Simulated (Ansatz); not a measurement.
# Dielectric response of RbCl (001) films, part 3 of 5

How well do thin rocksalt RbCl (001) films screen a perpendicular field?

Ansatz 0.2.0; plane-wave DFT, LDA, Ansatz PAW (set soft_1); PAW set soft_1 (the session's first sound run).

So far. Step 7 (Field on, atoms free, 6 atoms, field 0.05 V/Å): The dipole is 0.0496 e·Å, and the gap on the mesh 4.623 eV. Step 8 (Relaxing in the field, 6 atoms, field -0.05 V/Å): The dipole is -0.0496 e·Å, and the gap on the mesh 4.623 eV.

## 9. Response with the atoms relaxed, 6 atoms, units 3

This step: plane-wave DFT, LDA, Ansatz PAW (set soft_1); response to a field along the normal, atoms relaxed; PAW set soft_1 (Ansatz 0.2.0).

The two relaxed runs give the static response.

Numbers from this step:

* equivalent conductor thickness p/(ε₀AE): 8.289 Å
* distance between the outer atoms: 6.302 Å

Local field over the applied field, running mean. From the potentials at -0.05 and 0.05 V/Å; running mean over 3.29 Å, taken twice. The local field over applied field by z:

z (Å), local field over applied field and a bar:
```
        5      0.975 ##############################
        6      0.924 ############################
        7      0.652 ###################
        8      0.380 ##########
        9      0.092 
       10      0.135 #
       11      0.225 ####
       12      0.341 ########
       13      0.278 ######
       14      0.182 ###
       15      0.093 
       16      0.240 #####
       17      0.493 #############
       18      0.760 ######################
       19      0.967 #############################
       20      0.990 ##############################
```

The induced dipole is that of a conductor 8.29 Å thick.

## 10. Relaxation, 10 atoms, units 5

This step: plane-wave DFT, LDA, Ansatz PAW (set soft_1); PAW set soft_1 (Ansatz 0.2.0).

System of this step: RbCl (001), 5 units. The cell holds 10 atoms: 5 Rb and 5 Cl. Its edges and angles: a = 4.653 Å, b = 4.653 Å, c = 31.160 Å, α = 90.0°, β = 90.0°, γ = 90.0°. It derives from RbCl (rocksalt RbCl). Vacuum lies along c.

The next thickness, treated alike, so that differences show the interior and the faces cancel.

Contents of input.yaml:

```yaml
crystal:
  lattice:
    - [4.65276262, 0.0, 0.0]
    - [0.0, 4.65276262, 0.0]
    - [0.0, 0.0, 31.16]
  atoms:
    - { symbol: Rb, position: [0.5, 0.5, 0.2888318357] }
    - { symbol: Cl, position: [0.0, 0.0, 0.2888318357] }
    - { symbol: Rb, position: [0.0, 0.0, 0.3944159178] }
    - { symbol: Cl, position: [0.5, 0.5, 0.3944159178] }
    - { symbol: Rb, position: [0.5, 0.5, 0.5] }
    - { symbol: Cl, position: [0.0, 0.0, 0.5] }
    - { symbol: Rb, position: [0.0, 0.0, 0.6055840822] }
    - { symbol: Cl, position: [0.5, 0.5, 0.6055840822] }
    - { symbol: Rb, position: [0.5, 0.5, 0.7111681643] }
    - { symbol: Cl, position: [0.0, 0.0, 0.7111681643] }
kpoints:
  mp_grid: { grid: [6, 6, 1] }
hamiltonian:
  xc: lda
  pseudopotentials: { kind: paw, azcp: { folder: soft_1 }, xc_functional: pbe }
scf:
  occupations: { method: fixed }
  convergence: { dr2_threshold: 1.0e-09 }
efield:
  axis: 3
  dipole_correction: true
  ramp_position: 0.97
  ramp_width: 0.06
relax:
  f_tol: 0.003
  max_steps: 100
output:
  write_potential: true
  write_density: true
  volumetric_format: npy
```

Run with:

```
$ ansatz run input.yaml --threads 4 --pin off --max-ram 8192MiB --backend cpu --events-out ev --progress --plain --runs-dir out
```

Numbers of over 12 decimals in the logs are rounded to 6 here.

Log:

```text
[...]
Crystal: 10 atoms, lattice volume = 674.558 Å³
Basis set: ecut = 420 eV, 13161 PW (Γ)
Bands: 50, of which v1, the nominal top of the filled ones, is band 40 counted from 1 (39 counted from 0)
Symmetry: 8 space group operations
k-points: 10 of 36
[...]
- { symbol: Cl, position: [0.5, 0.5, 0.398228] }
    - { symbol: Rb, position: [0.5, 0.5, 0.500000] }
    - { symbol: Cl, position: [0, 0.0, 0.500000] }
    - { symbol: Rb, position: [-5.0712325537532224e-18, 0.0, 0.601687] }
    - { symbol: Cl, position: [0.5, 0.5, 0.601772] }
    - { symbol: Rb, position: [0.5, 0.5, 0.702326] }
    - { symbol: Cl, position: [-1.105701990319819e-17, 0.0, 0.702670] }
[key lines of the parts left out:]
SCF converged after 6 iterations
Free energy (F): -21093.279453 eV
Fermi energy:    -2.525484 eV
Dipole field:    D = -0.000000 V/Å  (p = -0.000000 e·Å, saw-weighted, corrected)
Work function:   Φ+ = 6.2825 eV   Φ− = 6.2825 eV
```

The job ended after 32 s (4 threads of Arm Neoverse V1, shared host; peak memory 1 GiB; 2.1 min of CPU time).

Relaxation path:

```
step  energy less that of the first step (eV)  largest force component (eV/Å)
   1                                   0.0000                          0.1535
   2                                  -0.0555                          0.0756
   3                                  -0.0693                          0.0477
   4                                  -0.0722                          0.0071
   5                                  -0.0722                          0.0012
```

Forces are held to the 8 operations that the run works with; a distortion that breaks them can't arise in this run.

The atoms that moved most (Å):

```
atom     dx     dy      dz  length
 Rb9  0.000  0.000  -0.276   0.276
 Rb1  0.000  0.000   0.276   0.276
 Cl2  0.000  0.000   0.265   0.265
Cl10  0.000  0.000  -0.265   0.265
 Rb7  0.000  0.000  -0.121   0.121
 Rb3  0.000  0.000   0.121   0.121
 Cl4  0.000  0.000   0.119   0.119
 Cl8  0.000  0.000  -0.119   0.119
```

The relaxation took 5 steps and lowered the energy by 0.072 eV; the largest force on the free atoms ends at 0.0012 eV/Å.

The gap is 4.62 eV, with the valence edge 6.28 eV and the conduction edge 1.66 eV under the upper vacuum level.

## 11. Single point on the relaxed film, 10 atoms, units 5

The next thickness, treated alike, so that differences show the interior and the faces cancel.

input.yaml, the sections that differ from step 10:

```yaml
crystal:
  lattice:
    - [4.65276262, 0.0, 0.0]
    - [0.0, 4.65276262, 0.0]
    - [0.0, 0.0, 31.16]
  atoms:
    - { symbol: Rb, position: [0.5, 0.5, 0.2976737837] }
    - { symbol: Cl, position: [0.0, 0.0, 0.297329578] }
    - { symbol: Rb, position: [0.0, 0.0, 0.3983133424] }
    - { symbol: Cl, position: [0.5, 0.5, 0.3982277463] }
    - { symbol: Rb, position: [0.5, 0.5, 0.4999999957] }
    - { symbol: Cl, position: [0.0, 0.0, 0.500000002] }
    - { symbol: Rb, position: [0.0, 0.0, 0.6016866489] }
    - { symbol: Cl, position: [0.5, 0.5, 0.6017722626] }
    - { symbol: Rb, position: [0.5, 0.5, 0.7023262126] }
    - { symbol: Cl, position: [0.0, 0.0, 0.7026704278] }
output:
  eigenvalues: true
  write_potential: true
  write_density: true
  volumetric_format: npy
  elf: true
# kpoints, hamiltonian, scf, efield: as in step 10
# relax: removed
```

Log:

```text
[...]
Crystal: 10 atoms, lattice volume = 674.558 Å³
Basis set: ecut = 420 eV, 13161 PW (Γ)
Bands: 50, of which v1, the nominal top of the filled ones, is band 40 counted from 1 (39 counted from 0)
Symmetry: 8 space group operations
k-points: 10 of 36
[...]
k-point 1: bands = [... 36 lower, -2.6858, -2.6032, -2.6017, -2.5884, 2.5092, 2.7274, 3.1875, 3.5947, ... 6 higher]
  k-point 2: bands = [... 36 lower, -2.7483, -2.7474, -2.6887, -2.6148, 3.4039, 3.4957, 3.9305, 4.3716, ... 6 higher]
  k-point 9: bands = [... 36 lower, -2.6864, -2.6864, -2.6384, -2.5450, 3.4021, 3.4021, 3.9452, 3.9452, ... 6 higher]
[key lines of the parts left out:]
SCF converged after 9 iterations
Free energy (F): -21093.279453 eV
Fermi energy:    -2.525481 eV
Dipole field:    D = -0.000000 V/Å  (p = -0.000002 e·Å, saw-weighted, corrected)
Work function:   Φ+ = 6.2825 eV   Φ− = 6.2825 eV
```

The job ended after 11 s (4 threads; peak memory 1.1 GiB; 42 s of CPU time).

The gap is 4.62 eV, with the valence edge 6.28 eV and the conduction edge 1.66 eV under the upper vacuum level.

## 12. Single point, 10 atoms, units 5, field 0.05 V/Å

Changes to input.yaml since step 11:

```diff
@@ -23,3 +23,3 @@
   occupations: { method: fixed }
-  convergence: { dr2_threshold: 1.0e-09 }
+  convergence: { dr2_threshold: 1.0e-10 }
 efield:
@@ -29,4 +29,4 @@
   ramp_width: 0.06
+  amplitude: 0.05
 output:
-  eigenvalues: true
   write_potential: true
@@ -34,2 +34 @@
   volumetric_format: npy
-  elf: true
```

Log:

```text
[...]
Crystal: 10 atoms, lattice volume = 674.558 Å³
Basis set: ecut = 420 eV, 13161 PW (Γ)
Bands: 50, of which v1, the nominal top of the filled ones, is band 40 counted from 1 (39 counted from 0)
Symmetry: 8 space group operations
k-points: 10 of 36
[...]
k-point 0: bands = [... 36 lower, -2.6478, -2.5282, -2.4012, -2.4012, 2.0562, 2.3940, 2.8806, 3.2199, ... 6 higher]
  k-point 1: bands = [... 36 lower, -2.7255, -2.5817, -2.5194, -2.4768, 2.4509, 2.7577, 3.1871, 3.5770, ... 6 higher]
  k-point 2: bands = [... 36 lower, -2.7985, -2.7500, -2.6216, -2.5327, 3.2751, 3.5995, 3.9293, 4.3484, ... 6 higher]
  k-point 9: bands = [... 36 lower, -2.7087, -2.5731, -2.5731, -2.4668, 3.3923, 3.3923, 3.9462, 3.9462, ... 6 higher]
[key lines of the parts left out:]
SCF converged after 11 iterations
Free energy (F): -21093.280886 eV
Fermi energy:    -2.401167 eV
Dipole field:    D = 0.015377 V/Å  (p = 0.057322 e·Å, saw-weighted, corrected)
```

Wall time 11 s (4 threads); peak memory 1.1 GiB; 43 s of CPU time.

The dipole is 0.0573 e·Å, and the gap on the mesh 4.457 eV.

## 13. Atoms held, 10 atoms, units 5, field -0.05 V/Å

Changes to input.yaml since step 12:

```diff
@@ -29,3 +29,3 @@
   ramp_width: 0.06
-  amplitude: 0.05
+  amplitude: -0.05
 output:
```

Log:

```text
[...]
Crystal: 10 atoms, lattice volume = 674.558 Å³
Basis set: ecut = 420 eV, 13161 PW (Γ)
Bands: 50, of which v1, the nominal top of the filled ones, is band 40 counted from 1 (39 counted from 0)
Symmetry: 8 space group operations
k-points: 10 of 36
[...]
k-point 0: bands = [... 36 lower, -2.6478, -2.5282, -2.4012, -2.4012, 2.0562, 2.3940, 2.8806, 3.2199, ... 6 higher]
  k-point 1: bands = [... 36 lower, -2.7255, -2.5817, -2.5194, -2.4768, 2.4509, 2.7577, 3.1871, 3.5770, ... 6 higher]
  k-point 2: bands = [... 36 lower, -2.7985, -2.7500, -2.6216, -2.5327, 3.2751, 3.5995, 3.9293, 4.3484, ... 6 higher]
  k-point 9: bands = [... 36 lower, -2.7087, -2.5731, -2.5731, -2.4668, 3.3923, 3.3923, 3.9462, 3.9462, ... 6 higher]
[key lines of the parts left out:]
SCF converged after 11 iterations
Free energy (F): -21093.280886 eV
Fermi energy:    -2.401170 eV
Dipole field:    D = -0.015377 V/Å  (p = -0.057323 e·Å, saw-weighted, corrected)
```

Elapsed: 11 s, on 4 threads; peak memory 1.1 GiB.

The dipole is -0.0573 e·Å, and the gap on the mesh 4.457 eV.

## 14. Response with the atoms held, 10 atoms, units 5

This step: plane-wave DFT, LDA, Ansatz PAW (set soft_1); response to a field along the normal, atoms held; PAW set soft_1 (Ansatz 0.2.0).

Local field over the applied field, running mean. From the potentials at -0.05 and 0.05 V/Å; running mean over 3.29 Å, taken twice. Local field over applied field against z:

z (Å), local field over applied field and a bar from the least value:
```
        5      0.985 ##############################
        6      0.927 ###########################
        7      0.799 ####################
        8      0.634 ############
        9      0.490 #####
       10      0.413 #
       11      0.397 
       12      0.399 
       13      0.402 
       14      0.405 
       15      0.405 
       16      0.405 
       17      0.405 
       18      0.403 
       19      0.399 
       20      0.397 
       21      0.408 #
       22      0.473 ####
       23      0.608 ###########
       24      0.773 ###################
       25      0.911 ##########################
       26      0.980 ##############################
```

The induced dipole is that of a conductor 9.58 Å thick.

## 15. Field on, atoms free, 10 atoms, units 5, field 0.05 V/Å

This step: plane-wave DFT, LDA, Ansatz PAW (set soft_1); PAW set soft_1 (Ansatz 0.2.0).

The same pair of relaxations in the field for this thickness.

Changes to input.yaml since step 13:

```diff
@@ -29,3 +29,6 @@
   ramp_width: 0.06
-  amplitude: -0.05
+  amplitude: 0.05
+relax:
+  f_tol: 0.0006
+  max_steps: 70
 output:
```

Log:

```text
[...]
Crystal: 10 atoms, lattice volume = 674.558 Å³
Basis set: ecut = 420 eV, 13161 PW (Γ)
Bands: 50, of which v1, the nominal top of the filled ones, is band 40 counted from 1 (39 counted from 0)
Symmetry: 8 space group operations
k-points: 10 of 36
[...]
- { symbol: Rb, position: [1.0294283765960185e-19, 0.0, 0.398392] }
    - { symbol: Cl, position: [0.5, 0.5, 0.398174] }
    - { symbol: Rb, position: [0.5, 0.5, 0.500151] }
    - { symbol: Cl, position: [-1.9770251070591643e-19, 0.0, 0.499848] }
    - { symbol: Rb, position: [0, 0.0, 0.601739] }
    - { symbol: Cl, position: [0.5, 0.5, 0.601719] }
    - { symbol: Rb, position: [0.5, 0.5, 0.702534] }
    - { symbol: Cl, position: [-2.9901969075135703e-19, 0.0, 0.702441] }
[key lines of the parts left out:]
SCF converged after 6 iterations
Free energy (F): -21093.281410 eV
Fermi energy:    -2.462388 eV
Dipole field:    D = 0.021008 V/Å  (p = 0.078315 e·Å, saw-weighted, corrected)
```

Run time: 20 s. Hardware: 4 threads; peak memory 0.98 GiB; 78 s of CPU time.

Step by step:

```
step  energy less that of the first step (eV)  largest force component (eV/Å)
   1                                   0.0000                          0.0251
   2                                  -0.0005                          0.0033
   3                                  -0.0005                          0.0004
```

The run keeps the 8 symmetry operations that it works with, so distortions that break them were not tested.

The relaxed structure:

```xyz
10
Lattice="4.6528 0.0000 0.0000 0.0000 4.6528 0.0000 0.0000 0.0000 31.1600" Properties=species:S:1:pos:R:3
Rb    2.3264    2.3264    9.2824
Cl    0.0000    0.0000    9.2579
Rb    0.0000    0.0000   12.4139
Cl    2.3264    2.3264   12.4071
Rb    2.3264    2.3264   15.5847
Cl    0.0000    0.0000   15.5753
Rb    0.0000    0.0000   18.7502
Cl    2.3264    2.3264   18.7496
Rb    2.3264    2.3264   21.8910
Cl    0.0000    0.0000   21.8880
```

The relaxation took 3 steps and lowered the energy by 5.2e-4 eV; the largest force on the free atoms ends at 3.9e-4 eV/Å.

The dipole is 0.0783 e·Å, and the gap on the mesh 4.544 eV.

## 16. Field on, atoms free, 10 atoms, units 5, field -0.05 V/Å

The opposite sign, again from the field-free geometry; the difference of the two cancels what relaxes without a field.

Changes to input.yaml since step 15:

```diff
@@ -29,3 +29,3 @@
   ramp_width: 0.06
-  amplitude: 0.05
+  amplitude: -0.05
 relax:
```

Log:

```text
[...]
Crystal: 10 atoms, lattice volume = 674.558 Å³
Basis set: ecut = 420 eV, 13161 PW (Γ)
Bands: 50, of which v1, the nominal top of the filled ones, is band 40 counted from 1 (39 counted from 0)
Symmetry: 8 space group operations
k-points: 10 of 36
[...]
- { symbol: Rb, position: [0, 0.0, 0.398261] }
    - { symbol: Cl, position: [0.5, 0.5, 0.398281] }
    - { symbol: Rb, position: [0.5, 0.5, 0.499849] }
    - { symbol: Cl, position: [1.9769721017412015e-19, 0.0, 0.500152] }
    - { symbol: Rb, position: [-1.0292725895664639e-19, 0.0, 0.601608] }
    - { symbol: Cl, position: [0.5, 0.5, 0.601826] }
    - { symbol: Rb, position: [0.5, 0.5, 0.702106] }
    - { symbol: Cl, position: [2.8772206599986035e-19, 0.0, 0.702892] }
[key lines of the parts left out:]
SCF converged after 6 iterations
Free energy (F): -21093.281410 eV
Fermi energy:    -2.462387 eV
Dipole field:    D = -0.021008 V/Å  (p = -0.078315 e·Å, saw-weighted, corrected)
```

It took 20 s on 4 threads; peak memory 0.97 GiB.

Relaxation path:

```
step  energy less that of the first step (eV)  largest force component (eV/Å)
   1                                   0.0000                          0.0251
   2                                  -0.0005                          0.0033
   3                                  -0.0005                          0.0004
```

Forces are held to the 8 operations that the run works with; a distortion that breaks them can't arise in this run.

The relaxation took 3 steps and lowered the energy by 5.2e-4 eV; the largest force on the free atoms ends at 3.9e-4 eV/Å.

The dipole is -0.0783 e·Å, and the gap on the mesh 4.544 eV.

## 17. Response with the atoms relaxed, 10 atoms, units 5

This step: plane-wave DFT, LDA, Ansatz PAW (set soft_1); response to a field along the normal, atoms relaxed; PAW set soft_1 (Ansatz 0.2.0).

Local field over the applied field, running mean. From the potentials at -0.05 and 0.05 V/Å; running mean over 3.29 Å, taken twice. Table of local field over applied field by z:

```
z (Å)  local field over applied field
  4.5                           0.994
  5.0                           0.982
  5.5                           0.964
  6.0                           0.943
  6.5                           0.821
  7.0                           0.697
  7.5                           0.567
  8.0                           0.436
  8.5                           0.320
  9.0                           0.174
  9.5                          0.0960
 10.0                           0.139
 10.5                           0.156
 11.0                           0.189
 11.5                           0.222
 12.0                           0.261
 12.5                           0.304
 13.0                           0.280
 13.5                           0.259
 14.0                           0.240
 14.5                           0.218
 15.0                           0.201
 15.5                           0.162
 16.0                           0.188
 16.5                           0.213
 17.0                           0.233
 17.5                           0.254
 18.0                           0.271
 18.5                           0.302
 19.0                           0.278
 19.5                           0.232
 20.0                           0.200
 20.5                           0.166
 21.0                           0.142
 21.5                           0.110
 22.0                           0.128
 22.5                           0.283
 23.0                           0.396
 23.5                           0.525
 24.0                           0.657
 24.5                           0.779
 25.0                           0.913
 25.5                           0.965
 26.0                           0.974
 26.5                           0.991
```

The induced dipole is that of a conductor 13.09 Å thick.

(Part 3 of 5 ends here.)

[Logs are printed without paths, hosts, clocks, repeated set-up lines and the standing remarks that a program may print on its own settings, such as how far it seeks lower states.]

[Hosts, paths, dates, database ids (printed as entryN), source tags and the programs' standing remarks are cut or masked in the printed files.]

[Maps of the electrostatic potential energy from Ansatz leave out the sawtooth potential of an applied field or a dipole correction, so their vacuum need not be flat; planar profiles and work functions include it.]
